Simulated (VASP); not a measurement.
# GeSe (Pnma) in VASP: further runs

The runs below take GeSe through relaxation of cell and atoms, with PBE+D3(BJ).

Everything below comes from runs of VASP 6.6.1. Logs are shortened: lines on timing, memory, paths and dates and some standing lists are left out, and cuts for length are marked.

## (1) Starting point

It takes space group Pnma (No. 62, orthorhombic). Conventional cell: a = 10.790 Å, b = 3.820 Å, c = 4.380 Å, α = 90.00°, β = 90.00°, γ = 90.00°. Around Ge (site symmetry m) lie 3 Se at 2.54 to 2.58 Å. Around Se (site symmetry m) lie 3 Ge at 2.54 to 2.58 Å.

## (2) Relaxation of cell and atoms, PBE+D3(BJ)

INCAR reads:

```
PREC = Accurate
ENCUT = 600
EDIFF = 1E-6
ISMEAR = 0
SIGMA = 0.03
LREAL = F
LASPH = T
NELM = 80
ALGO = Normal
ISIF = 3
LWAVE = F
LCHARG = F
GGA = PE
IVDW = 12
IBRION = 2
NSW = 90
EDIFFG = -0.01
KPAR = 2
```

KPOINTS reads:

```
Automatic mesh
0
Gamma
  4 8 6
```

POSCAR reads:

```
GeSe
1.0
   10.7900000000      0.0000000000      0.0000000000
    0.0000000000      3.8200000000      0.0000000000
    0.0000000000      0.0000000000      4.3800000000
Ge Se
4 4
Direct
    0.1210000000      0.7500000000      0.8940000000
    0.6210000000      0.7500000000      0.6060000000
    0.3790000000      0.2500000000      0.3940000000
    0.8790000000      0.2500000000      0.1060000000
    0.8520000000      0.7500000000      0.4970000000
    0.3520000000      0.7500000000      0.0030000000
    0.6480000000      0.2500000000      0.9970000000
    0.1480000000      0.2500000000      0.5030000000
```

Potentials or basis: VASP PAW PBE potentials, release 64 (Ge_d, Se).

Run with:

```
cat potpaw_PBE.64/Ge_d/POTCAR potpaw_PBE.64/Se/POTCAR > POTCAR
mpirun -np 2 vasp_std > vasp.out
```

OUTCAR:

```text
PREC = Accurate
   ENCUT = 600
   EDIFF = 1E-6
   ISMEAR = 0
   LREAL = F
   LASPH = T
   NELM = 80
   ISIF = 3
   GGA = PE
   IVDW = 12
   IBRION = 2
   NSW = 90
   EDIFFG = -0.01
 IVDW          = 12

 ion  position               nearest neighbor table
   1  0.121  0.750  0.894-   6 2.54   8 2.58   8 2.58
   2  0.621  0.750  0.606-   5 2.54   7 2.58   7 2.58
   3  0.379  0.250  0.394-   8 2.54   6 2.58   6 2.58
   4  0.879  0.250  0.106-   7 2.54   5 2.58   5 2.58
   5  0.852  0.750  0.497-   2 2.54   4 2.58   4 2.58
   6  0.352  0.750  0.003-   1 2.54   3 2.58   3 2.58
   7  0.648  0.250  0.997-   4 2.54   2 2.58   2 2.58
   8  0.148  0.250  0.503-   3 2.54   1 2.58   1 2.58

  LATTYP: Found a simple orthorhombic cell.
 ALAT       =     3.8200000000
 B/A-ratio  =     1.1465968586
 C/A-ratio  =     2.8246073298

  Lattice vectors:

 A1 = (   0.0000000000,   3.8200000000,   0.0000000000)
 A2 = (   0.0000000000,   0.0000000000,   4.3800000000)
 A3 = (  10.7900000000,   0.0000000000,   0.0000000000)

Analysis of symmetry for initial positions (statically):
=====================================================================
 Subroutine PRICEL returns:
 Original cell was already a primitive cell.

 Routine SETGRP: Setting up the symmetry group for a
 simple orthorhombic supercell.

 Subroutine GETGRP returns: Found  8 space group operations
 (whereof  2 operations were pure point group operations)
 out of a pool of  8 trial point group operations.

The static configuration has the point symmetry S_2 .
 The point group associated with its full space group is D_2h.

Analysis of symmetry for dynamics (positions and initial velocities):
=====================================================================
 Subroutine PRICEL returns:
 Original cell was already a primitive cell.

 Routine SETGRP: Setting up the symmetry group for a
 simple orthorhombic supercell.

 Subroutine GETGRP returns: Found  8 space group operations
 (whereof  2 operations were pure point group operations)
 out of a pool of  8 trial point group operations.

The dynamic configuration has the point symmetry S_2 .
 The point group associated with its full space group is D_2h.

 Subroutine INISYM returns: Found  8 space group operations
 (whereof  2 operations are pure point group operations),
 and found     1 'primitive' translations

----------------------------------------------------------------------------------------

                                     Primitive cell

  volume of cell :     180.5340

  direct lattice vectors                    reciprocal lattice vectors
    10.790000000  0.000000000  0.000000000     0.092678406  0.000000000  0.000000000
[... 101 lines left out ...]
   NSW    =     90    number of steps for IOM
   IBRION =      2    ionic relax: 0-MD 1-quasi-New 2-CG
   NFREE  =      1    steps in history (QN), initial steepest desc. (CG)
   ISIF   =      3    stress and relaxation
   ISYM   =      2    0-nonsym 1-usesym 2-fastsym
   POTIM  = 0.5000    time-step for ionic-motion
   TEBEG  =    0.0;   TEEND  =   0.0 temperature during run
   PSTRESS=    0.0 pullay stress
   NELECT =      80.0000    total number of electrons
   NUPDOWN=      -1.0000    fix difference up-down
   EMIN   =  10.00;   EMAX   =-10.00  energy-range for DOS
   EFERMI =   0.00;   METHOD = LEGACY
   ISMEAR =     0;   SIGMA  =   0.03  broadening in eV -4-tet -1-fermi 0-gaus
   EFERMI_NEDOS =   21; number of points for ismear=-14 and -15
   IALGO  =     38    algorithm
   IMIX   =      4    mixing-type and parameters
     AMIX     =   0.40;   BMIX     =  1.00
     AMIX_MAG =   1.60;   BMIX_MAG =  1.00
  volume/ion in A,a.u.               =      22.57       152.29
  Fermi-wavevector in a.u.,A,eV,Ry     =   1.248107  2.358580 21.194766  1.557771
  Thomas-Fermi vector in A             =   2.382209
   LORBIT       =      0    0 simple, 1 ext, 2 COOP (PROOUT), +10 PAW based schemes
   GGA     = PE    functional components
   LHFCALC =     F    Hartree Fock is set to
   AEXX    =    0.0000 exact exchange contribution
   IVDW    =    12    specifies the selected vdW correction
   LEPSILON=     F    determine dielectric tensor
   LRPA    =     F    only Hartree local field effects (RPA)
 conjugate gradient relaxation of ions
 non-spin polarized calculation
 Gauss-broadening in eV      SIGMA  =   0.03
  energy-cutoff  :      600.00
  volume of cell :      180.53
 maximum number of plane-waves:      6072
 NGX is ok and might be reduce to    90
   NGX = 43   NGY = 15   NGZ = 17

--------------------------------------- Ionic step        1  -------------------------------------------

 number of electron      79.9999967 magnetization

 Free energy of the ion-electron system (eV)
  ---------------------------------------------------
  ext. energy  EPLUGINS =         0.00000000
  ---------------------------------------------------
  free energy    TOTEN  =       -33.75114120 eV

  energy without entropy =      -33.75114120  energy(sigma->0) =      -33.75114120

 E-fermi :   4.7477     XC(G=0): -10.0202

 val. band max:        4.5474094281   @ k =   0.0000   0.0000   0.3333
 cond. band min:       5.1774906955   @ k =   0.0000   0.0000   0.0000
 fundamental gap:      0.6300812674
 Fermi energy:         4.7477210363

 k-point     1 :       0.0000    0.0000    0.0000
  band No.  band energies     occupation
      1     -20.0323      2.00000
      2     -20.0297      2.00000
      3     -20.0289      2.00000
      4     -20.0276      2.00000
      5     -20.0273      2.00000
      6     -20.0270      2.00000
[... 1346 lines left out ...]
  FREE ENERGIE OF THE ION-ELECTRON SYSTEM (eV)
  ---------------------------------------------------
  free  energy   TOTEN  =       -36.7085586646 eV

  energy  without entropy=      -36.7085586646  energy(sigma->0) =      -36.70855866

[... ionic steps 4 to 22 ...]

--------------------------------------- Ionic step       23  -------------------------------------------

 number of electron      80.0000055 magnetization

------------------------ aborting loop because EDIFF is reached ----------------------------------------
[... 87 lines left out ...]
--------------------------------------- Ionic step       25  -------------------------------------------

 number of electron      80.0000057 magnetization

 Free energy of the ion-electron system (eV)
  ---------------------------------------------------
  ext. energy  EPLUGINS =         0.00000000
  ---------------------------------------------------
  free energy    TOTEN  =       -33.85471742 eV

  energy without entropy =      -33.85471742  energy(sigma->0) =      -33.85471742

 E-fermi :   4.3102     XC(G=0):  -9.8241

 val. band max:        4.1250936294   @ k =   0.0000   0.0000   0.3333
 cond. band min:       4.8364714103   @ k =   0.0000   0.0000   0.0000
 fundamental gap:      0.7113777808
 Fermi energy:         4.3101739756

 k-point     1 :       0.0000    0.0000    0.0000
  band No.  band energies     occupation
      1     -20.4424      2.00000
      2     -20.4405      2.00000
      3     -20.4397      2.00000
      4     -20.4385      2.00000
      5     -20.4383      2.00000
      6     -20.4382      2.00000
[... 1254 lines left out ...]
  FREE ENERGIE OF THE ION-ELECTRON SYSTEM (eV)
  ---------------------------------------------------
  free  energy   TOTEN  =       -36.7182414618 eV

  energy  without entropy=      -36.7182414618  energy(sigma->0) =      -36.71824146

 reached required accuracy - stopping structural energy minimisation
```

OSZICAR:

```text
N       E                     dE             d eps       ncg     rms          rms(c)
DAV:   1     0.989219645570E+03    0.98922E+03   -0.39275E+04  7400   0.389E+03
[... 190 lines left out ...]
  24 F= -.36718196E+02 E0= -.36718196E+02  d E =-.109115E-03
       N       E                     dE             d eps       ncg     rms          rms(c)
DAV:   1    -0.338547703379E+02    0.14937E-03   -0.52975E-03  7560   0.425E-01    0.511E-02
DAV:   2    -0.338547396244E+02    0.30713E-04   -0.23357E-04  7520   0.167E-01    0.291E-02
DAV:   3    -0.338547176346E+02    0.21990E-04   -0.35492E-05  7056   0.594E-02    0.948E-03
DAV:   4    -0.338547173092E+02    0.32533E-06   -0.17368E-05  6504   0.295E-02    0.255E-03
DAV:   5    -0.338547174233E+02   -0.11410E-06   -0.83795E-07  3232   0.823E-03
  25 F= -.36718241E+02 E0= -.36718241E+02  d E =-.452447E-04
```

Wall time 67 min (2 MPI ranks of Intel Xeon Platinum 8375C at 2.90GHz (Ice Lake), shared host); peak memory 0.66 GiB.

What came out:

- Free energy: -36.7182 eV
- Relaxed volume: 23.52 Å³/atom
- Relaxed cell: a = 10.960 Å, b = 3.882 Å, c = 4.423 Å, α = 90.00°, β = 90.00°, γ = 90.00°
- Space group after relaxing (to 0.05 Å): Pnma (No. 62)
- Energy gained by relaxing: 11.7 meV/atom
- Ionic steps: 25
- Pressure after relaxing: 0.0 GPa
- Largest force after relaxing: 0.010 eV/Å
- Band gap on the k mesh: 0.71 eV, indirect (least direct gap 0.89 eV)
- Dispersion energy per atom: -0.358 eV

Forces in eV/Å, atoms in the order of the input:
```
Ge   0.007  0.000 -0.007
Ge   0.007  0.000  0.007
Ge  -0.007  0.000 -0.007
Ge  -0.007  0.000  0.007
Se   0.005  0.000  0.007
Se   0.005  0.000 -0.007
Se  -0.005  0.000  0.007
Se  -0.005  0.000 -0.007
```

Step by step:
```
step  energy change (eV)  largest force (eV/Å)  pressure (GPa)  volume (Å³)
   1              0.0000                0.2543            3.31       180.53
   2             -0.0416                0.2877           -2.39       193.00
   3             -0.0841                0.1310           -0.08       187.88
   4             -0.0841                0.1262           -0.02       187.73
   5             -0.0878                0.0880            0.00       187.88
   6             -0.0900                0.0458            0.02       188.07
   7             -0.0901                0.0431            0.06       188.10
   8             -0.0912                0.0347           -0.05       188.44
   9             -0.0912                0.0360           -0.21       188.86
  10             -0.0914                0.0347           -0.19       188.67
  11             -0.0920                0.0429            0.00       188.33
  12             -0.0921                0.0472            0.14       188.14
  13             -0.0926                0.0377            0.09       188.16
  14             -0.0932                0.0185            0.04       188.20
  15             -0.0934                0.0170           -0.06       188.33
  16             -0.0934                0.0168           -0.04       188.37
  17             -0.0934                0.0168           -0.09       188.43
  18             -0.0935                0.0168           -0.04       188.34
  19             -0.0936                0.0184            0.02       188.17
  20             -0.0936                0.0183            0.11       188.14
  21             -0.0936                0.0183           -0.02       188.16
  22             -0.0936                0.0183            0.06       188.15
  23             -0.0937                0.0132            0.01       188.18
  24             -0.0937                0.0124           -0.02       188.22
  25             -0.0938                0.0096            0.01       188.18
```

Final structure:
```cif
data_structure
_symmetry_space_group_name_H-M 'P 1'
_symmetry_Int_Tables_number 1
_cell_length_a 10.9597
_cell_length_b 3.8818
_cell_length_c 4.4232
_cell_angle_alpha 90.000
_cell_angle_beta 90.000
_cell_angle_gamma 90.000
_cell_volume 188.18
loop_
_atom_site_label
_atom_site_type_symbol
_atom_site_fract_x
_atom_site_fract_y
_atom_site_fract_z
_atom_site_occupancy
Ge1 Ge 0.12293 0.75000 0.89010 1
Ge2 Ge 0.62293 0.75000 0.60990 1
Ge3 Ge 0.37707 0.25000 0.39010 1
Ge4 Ge 0.87707 0.25000 0.10990 1
Se1 Se 0.85450 0.75000 0.49865 1
Se2 Se 0.35450 0.75000 0.00135 1
Se3 Se 0.64550 0.25000 0.99865 1
Se4 Se 0.14550 0.25000 0.50135 1
```

A k mesh can miss the band edges. Zero-point motion and thermal expansion aren't in these numbers.

## (3) Relaxation of cell and atoms, PBE+D3(BJ)

This run uses another cell than the first one, of 23.52 Å³/atom, 1.042 times its volume.

INCAR, as its differences from that of step 2:

```diff
@@ -2,3 +2,3 @@
 ENCUT = 600
-EDIFF = 1E-6
+EDIFF = 1E-7
 ISMEAR = 0
@@ -16,3 +16,3 @@
 NSW = 90
-EDIFFG = -0.01
+EDIFFG = -0.005
 KPAR = 2
```

KPOINTS is that of step 2.

POSCAR reads:

```
GeSe                                    
1.0
   10.9597312277      0.0000000000      0.0000000000
    0.0000000000      3.8818044229     -0.0000000000
    0.0000000000      0.0000000000      4.4231579862
  Ge              Se            
     4     4
Direct
     0.1229307963722750    0.7500000000000000    0.8900955645023154
     0.6229307963722749    0.7500000000000000    0.6099044354976846
     0.3770692036277251    0.2500000000000000    0.3900955645023150
     0.8770692036277251    0.2500000000000000    0.1099044354976848
     0.8545026892558046    0.7500000000000000    0.4986494640032458
     0.3545026892558044    0.7500000000000000    0.0013505359967543
     0.6454973107441954    0.2500000000000000    0.9986494640032455
     0.1454973107441957    0.2500000000000000    0.5013505359967545
```

Potentials or basis: VASP PAW PBE potentials, release 64 (Ge_d, Se).

Run with:

```
cat potpaw_PBE.64/Ge_d/POTCAR potpaw_PBE.64/Se/POTCAR > POTCAR
mpirun -np 2 vasp_std > vasp.out
```

OUTCAR:

```text
PREC = Accurate
   ENCUT = 600
   EDIFF = 1E-7
   ISMEAR = 0
   LREAL = F
   LASPH = T
   NELM = 80
   ISIF = 3
   GGA = PE
   IVDW = 12
   IBRION = 2
   NSW = 90
   EDIFFG = -0.005
 IVDW          = 12

 ion  position               nearest neighbor table
   1  0.123  0.750  0.890-   6 2.59   8 2.60   8 2.60
   2  0.623  0.750  0.610-   5 2.59   7 2.60   7 2.60
   3  0.377  0.250  0.390-   8 2.59   6 2.60   6 2.60
   4  0.877  0.250  0.110-   7 2.59   5 2.60   5 2.60
   5  0.855  0.750  0.499-   2 2.59   4 2.60   4 2.60
   6  0.355  0.750  0.001-   1 2.59   3 2.60   3 2.60
   7  0.645  0.250  0.999-   4 2.59   2 2.60   2 2.60
   8  0.145  0.250  0.501-   3 2.59   1 2.60   1 2.60

  LATTYP: Found a simple orthorhombic cell.
 ALAT       =     3.8818044229
 B/A-ratio  =     1.1394592577
 C/A-ratio  =     2.8233599722

  Lattice vectors:
[... 335 lines left out ...]

 number of electron      80.0000046 magnetization

------------------------ aborting loop because EDIFF is reached ----------------------------------------
[... 87 lines left out ...]
--------------------------------------- Ionic step       21  -------------------------------------------

 number of electron      80.0000047 magnetization

 Free energy of the ion-electron system (eV)
  ---------------------------------------------------
  ext. energy  EPLUGINS =         0.00000000
  ---------------------------------------------------
  free energy    TOTEN  =       -33.85547482 eV

  energy without entropy =      -33.85547482  energy(sigma->0) =      -33.85547482

 E-fermi :   4.3117     XC(G=0):  -9.8236

 val. band max:        4.1395494003   @ k =   0.0000   0.0000   0.3333
 cond. band min:       4.8500805823   @ k =   0.0000   0.0000   0.0000
 fundamental gap:      0.7105311819
 Fermi energy:         4.3116786801

 k-point     1 :       0.0000    0.0000    0.0000
  band No.  band energies     occupation
      1     -20.4416      2.00000
      2     -20.4397      2.00000
      3     -20.4389      2.00000
      4     -20.4377      2.00000
      5     -20.4374      2.00000
      6     -20.4373      2.00000
[... 1213 lines left out ...]
     47       7.6796      0.00000
     48       7.6796      0.00000

 [... further k-points ...]

------------------------ aborting loop because EDIFF is reached ----------------------------------------

 Edisp (eV)   -2.86368

 E8    (eV) :    -1.2308
[... 31 lines left out ...]
  FREE ENERGIE OF THE ION-ELECTRON SYSTEM (eV)
  ---------------------------------------------------
  free  energy   TOTEN  =       -36.7191508280 eV

  energy  without entropy=      -36.7191508280  energy(sigma->0) =      -36.71915083

 reached required accuracy - stopping structural energy minimisation
```

CONTCAR:

```text
GeSe
   1.00000000000000
    10.9655862498464796    0.0000000000000000    0.0000000000000000
     0.0000000000000000    3.8827657750332647    0.0000000000000003
     0.0000000000000000   -0.0000000000000001    4.4200472920672826
  Ge              Se
     4     4
Direct
     0.1233927516312001    0.7500000000000000    0.8875163003595742
     0.6233927516312001    0.7500000000000000    0.6124836996404259
     0.3766072483687999    0.2500000000000000    0.3875163003595742
     0.8766072483687999    0.2500000000000000    0.1124836996404258
     0.8548942551904906    0.7500000000000000    0.5018587096336309
     0.3548942551904906    0.7500000000000000    0.9981412903663692
     0.6451057448095094    0.2500000000000000    0.0018587096336308
     0.1451057448095094    0.2500000000000000    0.4981412903663692

  0.00000000E+00  0.00000000E+00  0.00000000E+00
  0.00000000E+00  0.00000000E+00  0.00000000E+00
  0.00000000E+00  0.00000000E+00  0.00000000E+00
  0.00000000E+00  0.00000000E+00  0.00000000E+00
  0.00000000E+00  0.00000000E+00  0.00000000E+00
  0.00000000E+00  0.00000000E+00  0.00000000E+00
  0.00000000E+00  0.00000000E+00  0.00000000E+00
  0.00000000E+00  0.00000000E+00  0.00000000E+00
```

It took 55 min on 2 MPI ranks of Intel Xeon Platinum 8375C at 2.90GHz (Ice Lake), shared host; peak memory 0.66 GiB.

What came out:

```
Free energy                  : -36.7192 eV
Energy gained by relaxing    : 0.1 meV/atom
Ionic steps                  : 21
Pressure after relaxing      : 0.0 GPa
Largest force after relaxing : 0.004 eV/Å
Band gap on the k mesh       : 0.71 eV, indirect (least direct gap 0.92 eV)
Dispersion energy per atom   : -0.358 eV
```

Forces in eV/Å, atoms in the order of the input:
```
Ge  -0.004  0.000 -0.001
Ge  -0.004  0.000  0.001
Ge   0.004  0.000 -0.001
Ge   0.004  0.000  0.001
Se  -0.001  0.000  0.001
Se  -0.001  0.000 -0.001
Se   0.001  0.000  0.001
Se   0.001  0.000 -0.001
```

The path:
```csv
step,energy change (eV),largest force (eV/Å),pressure (GPa),volume (Å³)
1,0.0000,0.0099,0.00,188.18
2,0.0000,0.0092,0.01,188.17
3,-0.0001,0.0098,0.02,188.16
4,-0.0001,0.0119,0.04,188.12
5,-0.0002,0.0111,0.03,188.14
6,-0.0002,0.0102,0.02,188.15
7,-0.0002,0.0076,0.00,188.20
8,-0.0003,0.0051,-0.04,188.29
9,-0.0003,0.0058,-0.06,188.33
10,-0.0003,0.0082,-0.03,188.27
11,-0.0003,0.0117,0.01,188.18
12,-0.0004,0.0107,0.02,188.18
13,-0.0004,0.0081,0.01,188.17
14,-0.0004,0.0062,0.01,188.16
15,-0.0004,0.0062,-0.02,188.22
16,-0.0004,0.0063,-0.03,188.24
17,-0.0005,0.0058,0.01,188.19
18,-0.0005,0.0057,0.03,188.18
19,-0.0005,0.0059,0.01,188.18
20,-0.0005,0.0057,0.01,188.18
21,-0.0005,0.0039,0.00,188.19
```

Final structure:
```
CELL_PARAMETERS angstrom
10.96559 0.00000 0.00000
0.00000 3.88277 0.00000
0.00000 0.00000 4.42005
ATOMIC_POSITIONS crystal
Ge 0.12339 0.75000 0.88752
Ge 0.62339 0.75000 0.61248
Ge 0.37661 0.25000 0.38752
Ge 0.87661 0.25000 0.11248
Se 0.85489 0.75000 0.50186
Se 0.35489 0.75000 0.99814
Se 0.64511 0.25000 0.00186
Se 0.14511 0.25000 0.49814
```

A k mesh can miss the band edges.

(Part 1 of 2 ends here.)
